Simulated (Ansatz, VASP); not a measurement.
# HC32N: VASP beside Ansatz

```
CELL_PARAMETERS angstrom
9.86400 0.00000 0.00000
-4.93200 8.54247 0.00000
0.00000 0.00000 13.00000
ATOMIC_POSITIONS crystal
C 0.99559 0.00035 0.07229
C 0.16145 0.08331 0.07042
C 0.99545 0.25074 0.06878
C 0.16174 0.33308 0.06875
C 0.99562 0.50039 0.07050
C 0.16147 0.58329 0.07239
C 0.99534 0.74987 0.06875
C 0.16163 0.83383 0.06877
C 0.24507 0.00024 0.07093
C 0.41153 0.08349 0.07467
C 0.24508 0.24994 0.07089
C 0.41152 0.33303 0.07451
C 0.24462 0.49935 0.07328
C 0.40899 0.57933 0.08541
C 0.24465 0.75056 0.07332
C 0.40855 0.83501 0.08585
C 0.49375 0.99899 0.08287
C 0.66329 0.08375 0.08289
C 0.49489 0.24994 0.07456
C 0.66217 0.33357 0.07459
C 0.49386 0.49977 0.08207
C 0.66321 0.58442 0.08206
C 0.48664 0.74600 0.11089
C 0.67044 0.83787 0.11082
C 0.74852 0.00497 0.08579
C 0.91240 0.08444 0.07324
C 0.74554 0.25049 0.07476
C 0.91200 0.33371 0.07102
C 0.74555 0.50002 0.07454
C 0.91200 0.58340 0.07094
C 0.74809 0.74886 0.08535
C 0.91245 0.83327 0.07321
N 0.57864 0.79638 0.20683
H 0.57856 0.70063 0.23790
```

Alike in both runs: functional PBE; dispersion D3(BJ); k mesh 1 × 1 × 1; occupations fermi-dirac, width 0.02 eV; no spin polarisation.

Ansatz relaxed the structure, and its values are those at the end. VASP's run is a single point on that final structure, the one shown.

```csv
,VASP,Ansatz
version,VASP 6.6.1,Ansatz 0.2.0
potentials or method,"VASP PAW PBE potentials, release 64 (C, N, H)","scalar-relativistic, plane waves, PAW"
plane-wave cutoff (eV),520,420
valence electrons in the cell,134,134
```

|  | VASP | Ansatz | Ansatz less VASP |
| --- | --- | --- | --- |
| rms of the force components (eV/Å) | 0.015 | 0.006 | -0.0087 |
| dispersion energy (meV/atom) | -87.4 | -87.4 | -0.01 |
